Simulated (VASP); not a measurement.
The system is TiO2.

```
Ti O
1.0
     4.59984    0.00000    0.00000
     0.00000    4.59984    0.00000
     0.00000    0.00000    2.95921
Ti O
2 4
Cartesian
  0.0000 0.0000 1.4796
  2.2999 2.2999 0.0000
  1.3998 1.3998 1.4796
  0.9001 3.6997 0.0000
  3.6997 0.9001 0.0000
  3.2000 3.2000 1.4796
```

The cell is a database's computed one.

- Program: VASP 6.6.1
- Task: relaxation of cell and atoms
- Functional: PW91
- Potentials or basis: VASP PAW PBE potentials, release 64 (Ti_sv, O)
- Cutoff: 600 eV
- k mesh: 6 × 6 × 9
- Occupations: fermi-dirac, width 0.05 eV
- Spin: no spin polarisation

At the start: pressure 4.3 GPa; volume 10.44 Å³/atom.

Q: How do energy, volume and symmetry change on relaxing?

A: Over 5 steps the energy falls by 2.8 meV/atom and the volume is 10.64 Å³/atom (+1.9 %); space group P4_2/mnm (No. 136, to 0.05 Å).

The path:
```
step  energy change (eV)  largest force (eV/Å)  pressure (GPa)  volume (Å³)
   1              0.0000                0.0232            4.33        62.61
   2              0.0068                0.1805           -4.83        65.20
   3             -0.0153                0.0710           -0.09        63.77
   4             -0.0153                0.0694            0.06        63.75
   5             -0.0168                0.0188            0.08        63.82
```

Final structure:
```cif
data_structure
_symmetry_space_group_name_H-M 'P 1'
_symmetry_Int_Tables_number 1
_cell_length_a 4.6364
_cell_length_b 4.6364
_cell_length_c 2.9690
_cell_angle_alpha 90.000
_cell_angle_beta 90.000
_cell_angle_gamma 90.000
_cell_volume 63.82
loop_
_atom_site_label
_atom_site_type_symbol
_atom_site_fract_x
_atom_site_fract_y
_atom_site_fract_z
_atom_site_occupancy
Ti1 Ti 0.00000 0.00000 0.50000 1
Ti2 Ti 0.50000 0.50000 0.00000 1
O1 O 0.30470 0.30470 0.50000 1
O2 O 0.19530 0.80470 0.00000 1
O3 O 0.80470 0.19530 0.00000 1
O4 O 0.69530 0.69530 0.50000 1
```

Caveat: the PAW data sets were made with another functional, which shifts forces and pressure a little.
